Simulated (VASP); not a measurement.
# Mg (P6_3/mmc) in VASP: single point with HSE06

Aim: the single point of Mg with HSE06.

Program: VASP 6.6.1. These are calculated values, not measurements. Logs are shortened: lines on timing, memory, paths and dates and some standing lists are left out, and cuts for length are marked.

### Step 1. The structure

The structure is hexagonal, space group P6_3/mmc (No. 194). Conventional cell: a = 3.187 Å, b = 3.187 Å, c = 5.106 Å, α = 90.00°, β = 90.00°, γ = 120.00°. Mg (site symmetry -6m2) is surrounded by 12 Mg at 3.15 to 3.19 Å.

### Step 2. Single point, HSE06

POSCAR

```
Mg
1.0
    3.1874100000      0.0000000000      0.0000000000
   -1.5937000000      2.7603800000      0.0000000000
    0.0000000000      0.0000000000      5.1056200000
Mg
2
Direct
    0.3333300000      0.6666700000      0.2500000000
    0.6666700000      0.3333300000      0.7500000000
```

INCAR.step1

```
SYSTEM = Mg
  PREC = Accurate
  ENCUT = 520
  EDIFF = 1E-5
  ISMEAR = 0
  SIGMA = 0.1
  LREAL = .False.
  LASPH = .True.
  NELM = 60
  ALGO = Normal
  ISIF = 2
  LWAVE = .True.
  LCHARG = .False.
  NBANDS = 9
  GGA = PE
```

INCAR.step2

```
SYSTEM = Mg
  PREC = Accurate
  ENCUT = 520
  EDIFF = 1E-6
  ISMEAR = 0
  SIGMA = 0.1
  LREAL = .False.
  LASPH = .True.
  NELM = 60
  ALGO = Normal
  ISIF = 2
  LWAVE = .False.
  LCHARG = .False.
  GGA = PE
  LHFCALC = .True.
  HFSCREEN = 0.2
  PRECFOCK = Fast
  NBANDS = 9
  ISTART = 1
```

KPOINTS

```
Automatic mesh
0
Gamma
  9 9 4
  0 0 0
```

Potentials or basis: VASP PAW PBE potentials, release 64 (Mg).

Started as:

```bash
> cat potpaw_PBE.64/Mg/POTCAR > POTCAR
> cp INCAR.step1 INCAR
> mpirun -np 1 vasp_std > vasp.out
> cp INCAR.step2 INCAR
> mpirun -np 1 vasp_std > vasp.out
```

OUTCAR:

```text
SYSTEM = Mg
   PREC = Accurate
   ENCUT = 520
   EDIFF = 1E-6
   ISMEAR = 0
   LREAL = .False.
   LASPH = .True.
   NELM = 60
   ISIF = 2
   GGA = PE
   LHFCALC = .True.
   HFSCREEN = 0.2
   PRECFOCK = Fast
   ISTART = 1

 ion  position               nearest neighbor table
   1  0.333  0.667  0.250-   2 3.15   2 3.15   2 3.15   2 3.15   2 3.15   2 3.15
   2  0.667  0.333  0.750-   1 3.15   1 3.15   1 3.15   1 3.15   1 3.15   1 3.15

  LATTYP: Found a hexagonal cell.
 ALAT       =     3.1874100000
 C/A-ratio  =     1.6018083648

  Lattice vectors:

 A1 = (   3.1874100000,   0.0000000000,   0.0000000000)
 A2 = (  -1.5937000000,   2.7603800000,   0.0000000000)
 A3 = (   0.0000000000,   0.0000000000,   5.1056200000)

Analysis of symmetry for initial positions (statically):
=====================================================================
 Subroutine PRICEL returns:
 Original cell was already a primitive cell.

 Routine SETGRP: Setting up the symmetry group for a
 hexagonal supercell.

 Subroutine GETGRP returns: Found  8 space group operations
 (whereof  4 operations were pure point group operations)
 out of a pool of 24 trial point group operations.

The static configuration has the point symmetry C_2h.
 The point group associated with its full space group is D_2h.

Analysis of symmetry for dynamics (positions and initial velocities):
=====================================================================
 Subroutine PRICEL returns:
 Original cell was already a primitive cell.

 Routine SETGRP: Setting up the symmetry group for a
 hexagonal supercell.

 Subroutine GETGRP returns: Found  8 space group operations
 (whereof  4 operations were pure point group operations)
 out of a pool of 24 trial point group operations.

The dynamic configuration has the point symmetry C_2h.
 The point group associated with its full space group is D_2h.

 Subroutine INISYM returns: Found  8 space group operations
 (whereof  4 operations are pure point group operations),
 and found     1 'primitive' translations

----------------------------------------------------------------------------------------

                                     Primitive cell

  volume of cell :      44.9216

  direct lattice vectors                    reciprocal lattice vectors
     3.187410000  0.000000000  0.000000000     0.313734349  0.181133913  0.000000000
    -1.593700000  2.760380000  0.000000000     0.000000000  0.362268963  0.000000000
     0.000000000  0.000000000  5.105620000     0.000000000  0.000000000  0.195862598

  length of vectors
     3.187410000  3.187409204  5.105620000     0.362268873  0.362268963  0.195862598

  position of ions in fractional coordinates (direct lattice)
     0.333330000  0.666670000  0.250000000
     0.666670000  0.333330000  0.750000000

  ion indices of the primitive-cell ions
   primitive index   ion index
                 1           1
                 2           2

----------------------------------------------------------------------------------------

 KPOINTS: Automatic mesh

Automatic generation of k-mesh.
 Grid dimensions read from file:
 generate k-points for:    9    9    4

 Generating k-lattice:

  Cartesian coordinates                     Fractional coordinates (reciprocal lattice)
     0.034859372  0.020125990  0.000000000     0.111111111 -0.000000000  0.000000000
     0.000000000  0.040252107  0.000000000     0.000000000  0.111111111  0.000000000
     0.000000000  0.000000000  0.048965650     0.000000000  0.000000000  0.250000000

  Length of vectors
     0.040252097  0.040252107  0.048965650

  Shift w.r.t. Gamma in fractional coordinates (k-lattice)
     0.000000000  0.000000000  0.000000000

 Subroutine IBZKPT returns following result:
 ===========================================

 Found     75 irreducible k-points:

 Following reciprocal coordinates:
            Coordinates               Weight
  0.000000  0.000000  0.000000      1.000000
  0.111111  0.000000  0.000000      4.000000
 -0.111111  0.111111  0.000000      2.000000
  0.222222  0.000000  0.000000      4.000000
 -0.222222  0.222222  0.000000      2.000000
  0.333333  0.000000  0.000000      4.000000
[... 16 lines left out ...]
 -0.222222 -0.444444  0.000000      4.000000
  0.444444  0.333333  0.000000      4.000000
 [... further k-points ...]
   k-points           NKPTS =     75   k-points in BZ     NKDIM =    324   number of bands    NBANDS=      9
   number of dos      NEDOS =    301   number of ions     NIONS =      2
   total plane-waves  NPLWV =  23040
   dimension x,y,z NGX =    24 NGY =   24 NGZ =   40
   dimension x,y,z NGXF=    48 NGYF=   48 NGZF=   80
   ions per type =               2
   NGX,Y,Z   is equivalent  to a cutoff of  12.52, 12.52, 13.02 a.u.
   NGXF,Y,Z  is equivalent  to a cutoff of  25.04, 25.04, 26.05 a.u.
 SYSTEM =  Mg
   PREC   = accura    normal or accurate (medium, high low for compatibility)
   ISTART =      1    job   : 0-new  1-cont  2-samecut
   ICHARG =      0    charge: 1-file 2-atom 10-const
   ISPIN  =      1    spin polarized calculation?
   LNONCOLLINEAR =      F non collinear calculations
   LSORBIT =      F    spin-orbit coupling
   LASPH  =      T    aspherical Exc in radial PAW
   ENCUT  =  520.0 eV  38.22 Ry    6.18 a.u.   5.93  5.93  9.49*2*pi/ulx,y,z
   NELM   =     60;   NELMIN=  2; NELMDL=  0     # of ELM steps
   EDIFF  = 0.1E-05   stopping-criterion for ELM
   LREAL  =      F    real-space projection
   EDIFFG = 0.1E-04   stopping-criterion for IOM
   NSW    =      0    number of steps for IOM
   IBRION =     -1    ionic relax: 0-MD 1-quasi-New 2-CG
   NFREE  =      0    steps in history (QN), initial steepest desc. (CG)
   ISIF   =      2    stress and relaxation
   ISYM   =      3    0-nonsym 1-usesym 2-fastsym
   POTIM  = 0.5000    time-step for ionic-motion
   TEBEG  =    0.0;   TEEND  =   0.0 temperature during run
   PSTRESS=    0.0 pullay stress
   NELECT =       4.0000    total number of electrons
   NUPDOWN=      -1.0000    fix difference up-down
   EMIN   =  10.00;   EMAX   =-10.00  energy-range for DOS
   EFERMI =   0.00;   METHOD = LEGACY
   ISMEAR =     0;   SIGMA  =   0.10  broadening in eV -4-tet -1-fermi 0-gaus
   EFERMI_NEDOS =   21; number of points for ismear=-14 and -15
   IALGO  =     38    algorithm
   IMIX   =      1    mixing-type and parameters
     AMIX     =   0.40;   BMIX     =  1.00
     AMIX_MAG =   1.60;   BMIX_MAG =  1.00
  volume/ion in A,a.u.               =      22.46       151.57
  Fermi-wavevector in a.u.,A,eV,Ry     =   0.731043  1.381471  7.271283  0.534424
  Thomas-Fermi vector in A             =   1.823163
   LORBIT       =      0    0 simple, 1 ext, 2 COOP (PROOUT), +10 PAW based schemes
   GGA     = PE    functional components
   LHFCALC =     T    Hartree Fock is set to
   PRECFOCK=fast      Normal, Fast or Accurate (Low or Medium for compatibility)
   ENCUT4O =  -1.0   cutoff for four orbital integrals eV
   NKREDX  =     1    reduce k-point grid by
   NKREDY  =     1    reduce k-point grid by
   NKREDZ  =     1    reduce k-point grid by
   AEXX    =    0.2500 exact exchange contribution
   HFSCREEN=    0.2000 screening length (either q_TF or 0.3 A-1)
   HFSCREENC=   0.2000 screening length for correlation (either q_TF or 0.3 A-1)
   ENCUTFOCK=  -1.0 apply spherical cutoff to Coloumb kernel
   IVDW    =     0    specifies the selected vdW correction
   LEPSILON=     F    determine dielectric tensor
   LRPA    =     F    only Hartree local field effects (RPA)
 non-spin polarized calculation
 Gauss-broadening in eV      SIGMA  =   0.10
  energy-cutoff  :      520.00
  volume of cell :       44.92
 maximum number of plane-waves:      1228
  NGX = 14; NGY = 14; NGZ = 24

 number of electron       4.0000000 magnetization

 Free energy of the ion-electron system (eV)
  ---------------------------------------------------
  ext. energy  EPLUGINS =         0.00000000
  ---------------------------------------------------
  free energy    TOTEN  =        -3.04911427 eV

  energy without entropy =       -3.04583305  energy(sigma->0) =       -3.04747366

 E-fermi :   2.6288     XC(G=0):  -7.1245

 val. band max:        2.5539701994   @ k =  -0.2222   0.2222   0.0000
 cond. band min:       2.6508604740   @ k =   0.2222   0.1111   0.0000
 fundamental gap:      0.0968902745
 Fermi energy:         2.6288424620

 k-point     1 :       0.0000    0.0000    0.0000
  band No.  band energies     occupation
      1      -5.4071      2.00000
      2       0.8140      2.00000
      3       1.4924      2.00000
      4      14.4718      0.00000
      5      14.4718      0.00000
      6      14.6338      0.00000
      7      14.6338      0.00000
      8      15.5751      0.00000
      9      17.0935      0.00000

 k-point     2 :       0.1111    0.0000    0.0000
  band No.  band energies     occupation
      1      -5.1272      2.00000
      2       1.0788      2.00000
      3       1.7661      2.00000
      4      11.2337      0.00000
      5      12.8695      0.00000
      6      13.6799      0.00000
      7      16.1774      0.00000
      8      16.5326      0.00000
      9      16.5801      0.00000

 k-point     3 :      -0.1111    0.1111    0.0000
  band No.  band energies     occupation
      1      -5.1272      2.00000
      2       1.0788      2.00000
      3       1.7661      2.00000
      4      11.2337      0.00000
      5      12.8695      0.00000
      6      13.6799      0.00000
      7      16.1775      0.00000
      8      16.5326      0.00000
      9      16.5801      0.00000
[... 229 lines left out ...]
 k-point    23 :      -0.2222   -0.4444    0.0000
  band No.  band energies     occupation
      1      -0.1494      2.00000
      2       2.2231      2.00000
      3       4.4087      0.00000
      4       5.6718      0.00000
      5       6.8403      0.00000
      6       7.8846      0.00000
      7       9.2926      0.00000
      8      10.0996      0.00000
      9      11.4453      0.00000

 k-point    24 :       0.4444    0.3333    0.0000
  band No.  band energies     occupation
      1      -0.1494      2.00000
      2       2.2231      2.00000
      3       4.4087      0.00000
      4       5.6718      0.00000
      5       6.8403      0.00000
      6       7.8846      0.00000
      7       9.2927      0.00000
      8      10.0996      0.00000
      9      11.4453      0.00000

 [... further k-points ...]

------------------------ aborting loop because EDIFF is reached ----------------------------------------

  FORCE on cell =-STRESS in cart. coord.  units (eV):
  Direction    XX          YY          ZZ          XY          YZ          ZX
  --------------------------------------------------------------------------------------
  -------------------------------------------------------------------------------------
  Total        0.1348851      0.1347356      0.2913849     -0.0001294      0.0000000     -0.0000000
  in kB        4.8108220      4.8054883     10.3925560     -0.0046164      0.0000000     -0.0000000
  external PRESSURE =       6.6696221 kB  Pullay stress =       0.0000000 kB

 VOLUME and BASIS-vectors are now :
 -----------------------------------------------------------------------------
  energy-cutoff  :      520.00
  volume of cell :       44.92
      direct lattice vectors                 reciprocal lattice vectors
     3.187410000  0.000000000  0.000000000     0.313734349  0.181133913  0.000000000
    -1.593700000  2.760380000  0.000000000     0.000000000  0.362268963  0.000000000
     0.000000000  0.000000000  5.105620000     0.000000000  0.000000000  0.195862598

 POSITION                                       TOTAL-FORCE (eV/Angst)
 -----------------------------------------------------------------------------------
     -0.00001      1.84026      1.27641         0.000023     -0.000013      0.000000
      1.59372      0.92012      3.82922        -0.000023      0.000013     -0.000000
 -----------------------------------------------------------------------------------
    total drift:                                0.000000     -0.000000      0.000000

  FREE ENERGIE OF THE ION-ELECTRON SYSTEM (eV)
  ---------------------------------------------------
  free  energy   TOTEN  =        -3.0491142743 eV

  energy  without entropy=       -3.0458330478  energy(sigma->0) =       -3.04747366
```

Run time: 6.9 min. Hardware: 1 thread of Intel Xeon 6975P-C (Granite Rapids), shared host; peak memory 0.3 GiB.

What came out:

| Property | Result |
| --- | --- |
| Free energy | -3.0491 eV |
| Pressure | 0.7 GPa |
| Band gap on the k mesh | none (metal or under the smearing width) |

Stress tensor (GPa, compression positive):
```
0.48 0.00 0.00
0.00 0.48 0.00
0.00 0.00 1.04
```

Levels at points of the mesh, in eV from the Fermi level:
```
           k point  band 1  band 2  band 3  band 4  band 5  band 6
(0.00, 0.00, 0.00)   -8.04   -1.81   -1.14   11.84   11.84   12.00
(0.00, 0.00, 0.50)   -6.38   -6.38    5.98    5.98   12.63   12.63
```

Caveat: the PAW data sets were made with another functional, which shifts forces and pressure a little.
